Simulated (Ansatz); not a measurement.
# Re under changes of volume

One of the cells (14.714 Å³/atom); the others are scaled copies at fixed shape and fractional positions:

```xyz
2
Lattice="2.7608 0.0000 0.0000 -1.3804 2.3909 0.0000 0.0000 0.0000 4.4582" Properties=species:S:1:pos:R:3 pbc="T T T"
Re    1.3804    0.7970    3.3436
Re    0.0000    1.5939    1.1145
```

| Property | Result |
| --- | --- |
| Program | Ansatz 0.2.0 |
| Functional | LDA |
| Potentials or basis | Ansatz PAW |
| Cutoff | 420 eV (not typed: the program's choice for these potentials) |
| k mesh | 11 × 11 × 6 |
| Occupations | fermi-dirac, width 0.05 eV |
| Spin | no spin polarisation |

```tsv
volume (Å³/atom)	energy over the lowest point (meV/atom)	pressure (GPa)
13.831	22.03	15.4
14.125	2.81	5.9
14.420	0.00	-2.5
14.714	11.91	-10.1
15.008	?	?
15.303	73.88	-23.0
15.597	121.30	-28.4
```

**Question.** What does the run at 15.008 Å³/atom give?

**Answer.** Energy over the lowest point 37.00 meV/atom; pressure -16.9 GPa.

Worked out: A Birch-Murnaghan fit of order 3 (a polynomial in V^(-2/3)) to the other rows has its minimum at 14.32 Å³/atom with B0 = V·E''(V) = 403 GPa and B' = 4.4 at fixed shape and positions, which overstates the stiffness. It gives 36.93 meV/atom at 15.008 Å³/atom, against the run's 37.00, and -dE/dV = -17.0 GPa, against -16.9.

Energies are extrapolated to zero smearing.

Caveats: the PAW data sets come from PBE, with cores solved anew for the run's functional, which leaves a small shift of forces and pressure.
